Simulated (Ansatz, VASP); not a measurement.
**Two plane-wave programs on Ti**

The input INCAR:

```
SYSTEM = Ti
PREC = Accurate
ENCUT = 520
EDIFF = 1E-7
ISMEAR = -1
SIGMA = 0.05
LREAL = .FALSE.
LASPH = .TRUE.
NELM = 60
ALGO = Normal
ISIF = 2
LWAVE = .FALSE.
LCHARG = .FALSE.
GGA = PS
NBANDS = 12
```

The input KPOINTS:

```
Automatic mesh
0
G
  11 11 11
  0 0 0
```

POSCAR

```
Ti
1.0
   -1.6188216056      1.6188216056      1.6188216056
    1.6188216056     -1.6188216056      1.6188216056
    1.6188216056      1.6188216056     -1.6188216056
Ti
1
Direct
    0.0000000000      0.0000000000      0.0000000000
```

input.yaml

```yaml
crystal:
  lattice:
    - [-1.6188216056, 1.6188216056, 1.6188216056]
    - [1.6188216056, -1.6188216056, 1.6188216056]
    - [1.6188216056, 1.6188216056, -1.6188216056]
  atoms:
    - { symbol: Ti, position: [0.0, 0.0, 0.0] }
hamiltonian:
  xc: pbesol
  pseudopotentials: { kind: paw }
kpoints:
  mp_grid: { grid: [11, 11, 11] }
scf:
  occupations: { method: fermi_dirac, width: 0.05 }
output:
  forces: true
  stress: true
  eigenvalues: true
  write_density: true
  write_potential: true
  elf: true
  volumetric_format: npy
```

Change from the starting cell: volume scaled by 0.96.

Alike in both runs: task single point; functional PBEsol; k mesh 11 × 11 × 11; occupations fermi-dirac, width 0.05 eV; no spin polarisation.

|  | VASP | Ansatz |
| --- | --- | --- |
| version | VASP 6.6.1 | Ansatz 0.2.0 |
| potentials or method | VASP PAW PBE potentials, release 64 (Ti_sv) | Ansatz PAW |
| plane-wave cutoff (eV) | 520 | 420 |
| valence electrons in the cell | 12 | 12 |

Ansatz gave:

| Quantity | Value |
| --- | --- |
| gap on the k mesh at the Fermi level (eV) | none |
| pressure (GPa) | -2.9 |

Problem. Which values does VASP return?

Solution. gap on the k mesh at the Fermi level (eV): none; pressure (GPa): -3.1.

A gap of «none» marks a metal or a gap that the smearing closes. The functional is the same, so the differences come from potentials, cutoffs and numerics.

Caveats: the PAW data sets were made with another functional, which shifts forces and pressure a little (VASP); the PAW data sets come from PBE, with cores solved anew for the run's functional, which leaves a small shift of forces and pressure (Ansatz).
